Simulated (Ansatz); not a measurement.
# Mg: a listed cell, distorted in several ways

Aim: see how energy, forces, stress and gap of Mg answer to further strains and shifts, swapped elements, other functionals. Nothing is relaxed unless a step says so.

Program: Ansatz 0.2.0. Level of theory: DFT PBE, scalar-relativistic, plane waves, PAW, unless a step's input says otherwise. These are calculated values, not measurements.

## Step 1: Starting point

Symmetry: R-3m, No. 166, trigonal system. The conventional cell has a = 3.185 Å, b = 3.185 Å, c = 23.100 Å, α = 90.00°, β = 90.00°, γ = 120.00°. Mg (site symmetry -3m) has 12 Mg at 3.16 to 3.19 Å as nearest neighbours. Mg (site symmetry 3m) has 12 Mg at 3.15 to 3.19 Å as nearest neighbours.

As a file:

```
Mg
1.0
     1.59269    0.91954    7.69988
    -1.59269    0.91954    7.69988
     0.00000   -1.83908    7.69988
Mg
3
Direct
  0.00000 0.00000 0.00000
  0.22194 0.22194 0.22194
  0.77806 0.77806 0.77806
```

The structure comes from the Materials Project (structure only).

## Step 2: One element swapped, cell strained: Mg → Sr, first probe

The change: Sr takes all sites of Mg, and lengths are scaled by 1.230 as a first guess of the size; strain xx, yy, zz, yz, xz, xy = +3.2, +3.2, -2.8, +0.0, +0.0, +0.0 %; atoms moved by 0.03 Å root mean square, at most 0.04 Å.

Input file input.yaml:

```yaml
crystal:
  lattice:
    - [2.0213919132, 1.1670511653, 9.2042623208]
    - [-2.0213919132, 1.1670511653, 9.2042623208]
    - [0.0, -2.3341023304, 9.2042623208]
  atoms:
    - { symbol: Sr, position: [0.0, 0.0, 0.0] }
    - { symbol: Sr, position: [0.2203449869, 0.2203449869, 0.2203449869] }
    - { symbol: Sr, position: [0.7796550131, 0.7796550131, 0.7796550131] }
basis:
  ecutwfc: 420
kpoints:
  mp_grid: { grid: [6, 6, 6] }
hamiltonian:
  xc: pbe
scf:
  occupations: { method: gaussian, width: 0.1 }
output:
  forces: true
  stress: true
  eigenvalues: true
```

Launch:

```console
> ansatz run input.yaml --threads 1 --pin off --max-ram 1331MiB --backend cpu --events-out ev --progress --plain --runs-dir out
```

## Step 3: Substitution of an element, cell strained: Mg → Sr

Edit input.yaml of step 2 so:

```diff
@@ -12,3 +12,3 @@
 kpoints:
-  mp_grid: { grid: [6, 6, 6] }
+  mp_grid: { grid: [12, 12, 12] }
 hamiltonian:
```

## Step 4: Substitution of an element, cell strained: Mg → Hg, first probe

Input file input.yaml:

```yaml
crystal:
  lattice:
    - [1.4859303891, 0.8579023102, 7.4058770064]
    - [-1.4859303891, 0.8579023102, 7.4058770064]
    - [0.0, -1.7158046203, 7.4058770064]
  atoms:
    - { symbol: Hg, position: [0.0, 0.0, 0.0] }
    - { symbol: Hg, position: [0.2351906158, 0.2351906158, 0.2351906158] }
    - { symbol: Hg, position: [0.7648093842, 0.7648093842, 0.7648093842] }
basis:
  ecutwfc: 420
kpoints:
  mp_grid: { grid: [9, 9, 9] }
hamiltonian:
  xc: pbe
scf:
  occupations: { method: gaussian, width: 0.1 }
output:
  forces: true
  stress: true
  eigenvalues: true
```

## Step 5: One element swapped, cell strained: Mg → Hg

Edit input.yaml of step 4 so:

```diff
@@ -12,3 +12,3 @@
 kpoints:
-  mp_grid: { grid: [9, 9, 9] }
+  mp_grid: { grid: [18, 18, 18] }
 hamiltonian:
```

## Step 6: A distortion that keeps the symmetry

Input file input.yaml:

```yaml
crystal:
  lattice:
    - [1.5919457479, 0.9191103061, 7.4652620646]
    - [-1.5919457479, 0.9191103061, 7.4652620646]
    - [0.0, -1.8382206122, 7.4652620646]
  atoms:
    - { symbol: Mg, position: [0.0, 0.0, 0.0] }
    - { symbol: Mg, position: [0.2351906158, 0.2351906158, 0.2351906158] }
    - { symbol: Mg, position: [0.7648093842, 0.7648093842, 0.7648093842] }
basis:
  ecutwfc: 420
kpoints:
  mp_grid: { grid: [15, 15, 15] }
hamiltonian:
  xc: pbe
scf:
  occupations: { method: gaussian, width: 0.1 }
output:
  forces: true
  stress: true
  eigenvalues: true
  populations: true
```

## Step 7: A distortion that keeps the symmetry

Input file input.yaml:

```yaml
crystal:
  lattice:
    - [1.5405495024, 0.8894366699, 7.6787796628]
    - [-1.5405495024, 0.8894366699, 7.6787796628]
    - [0.0, -1.7788733398, 7.6787796628]
  atoms:
    - { symbol: Mg, position: [0.0, 0.0, 0.0] }
    - { symbol: Mg, position: [0.2139825745, 0.2139825745, 0.2139825745] }
    - { symbol: Mg, position: [0.7860174255, 0.7860174255, 0.7860174255] }
basis:
  ecutwfc: 420
kpoints:
  mp_grid: { grid: [15, 15, 15] }
hamiltonian:
  xc: pbe
scf:
  occupations: { method: gaussian, width: 0.1 }
output:
  forces: true
  stress: true
  eigenvalues: true
```

## Step 8: Another functional, on a distorted cell: LDA

Input file input.yaml:

```yaml
crystal:
  lattice:
    - [1.5766240286, 0.9102643074, 7.6221855645]
    - [-1.5766240286, 0.9102643074, 7.6221855645]
    - [0.0, -1.8205286146, 7.6221855645]
  atoms:
    - { symbol: Mg, position: [0.0, 0.0, 0.0] }
    - { symbol: Mg, position: [0.22193559, 0.22193559, 0.22193559] }
    - { symbol: Mg, position: [0.77806441, 0.77806441, 0.77806441] }
basis:
  ecutwfc: 420
kpoints:
  mp_grid: { grid: [15, 15, 15] }
hamiltonian:
  xc: lda
scf:
  occupations: { method: gaussian, width: 0.1 }
output:
  forces: true
  stress: true
  eigenvalues: true
```

What does the calculation give? Wanted: for each run, case; energy; pressure; largest force.

As calculated:

```
step                                                case  energy (meV/atom)  pressure (GPa)  largest force (eV/Å)  gap on the mesh (eV)
   3  substitution of an element, cell strained: Mg → Sr                n/a             4.1                  0.27                  0.00
   5         one element swapped, cell strained: Mg → Hg                n/a            33.7                  2.88                  0.00
   6                a distortion that keeps the symmetry               +0.0             4.6                  1.31                  0.00
   7                a distortion that keeps the symmetry              -51.8             5.1                  1.24                  0.00
   8        another functional, on a distorted cell: LDA                n/a            -0.4                  0.01                  0.00
```

Energies are counted from step 6, with the smearing taken to zero. Other atoms or functionals have another zero of energy (n/a). A gap of 0.00 means none on the mesh at this level.

In words: Among the distorted cells of the listed formula and level the largest force, 1.31 eV/Å, comes in step 6, shared by 2 atoms. The distorted cells of the listed formula and level show no gap on the mesh. The runs treat Hg without spin-orbit coupling.
